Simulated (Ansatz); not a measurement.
## InSe under changes of volume

One of the cells (29.237 Å³/atom); the others are scaled copies at fixed shape and fractional positions:

```
CELL_PARAMETERS angstrom
2.00000 1.15470 8.44000
-2.00000 1.15470 8.44000
0.00000 -2.30940 8.44000
ATOMIC_POSITIONS crystal
In 0.88860 0.88860 0.88860
In 0.00000 0.00000 0.00000
Se 0.17190 0.17190 0.17190
Se 0.38350 0.38350 0.38350
```

```yaml
Program: Ansatz 0.2.0
Functional: exchange-only PBE
Potentials_or_basis: Ansatz PAW
Cutoff: "420 eV (not typed: the program's choice for these potentials)"
k_mesh: 8 × 8 × 8
Occupations: fermi-dirac, width 0.05 eV
Spin: no spin polarisation
```

```csv
volume (Å³/atom),energy over the lowest point (meV/atom),pressure (GPa),gap on the mesh (eV),largest force (eV/Å)
27.483,234.36,15.4,0.62,1.347
28.068,181.49,13.6,0.55,1.154
28.652,134.87,12.0,0.49,0.976
29.237,93.91,10.5,0.43,0.810
29.822,?,?,?,?
30.406,26.94,7.9,0.32,0.514
30.991,0.00,6.8,0.28,0.381
```

Question: What does the run at 29.822 Å³/atom give?

Answer: Energy over the lowest point 58.10 meV/atom; pressure 9.2 GPa; gap on the mesh 0.38 eV; largest force 0.656 eV/Å.

Worked out: A Birch-Murnaghan fit of order 3 (a polynomial in V^(-2/3)) to the other rows has no minimum within the range. It gives 58.06 meV/atom at 29.822 Å³/atom, against the run's 58.10, and -dE/dV = 9.2 GPa, against 9.2. A straight line through the other rows of the gap, of slope -2.84 eV per unit of ln V (its deformation potential), gives 0.38 eV, against the run's 0.38.

Energies are extrapolated to zero smearing.

Caveats: spin-orbit coupling is left out, which moves the levels of the heavy elements; the PAW data sets come from PBE, with cores solved anew for the run's functional, which leaves a small shift of forces and pressure; forces of over 1 eV/Å show positions far from the minimum, so gaps and moduli don't describe the material at rest (some runs).

A mesh can miss the band edges.
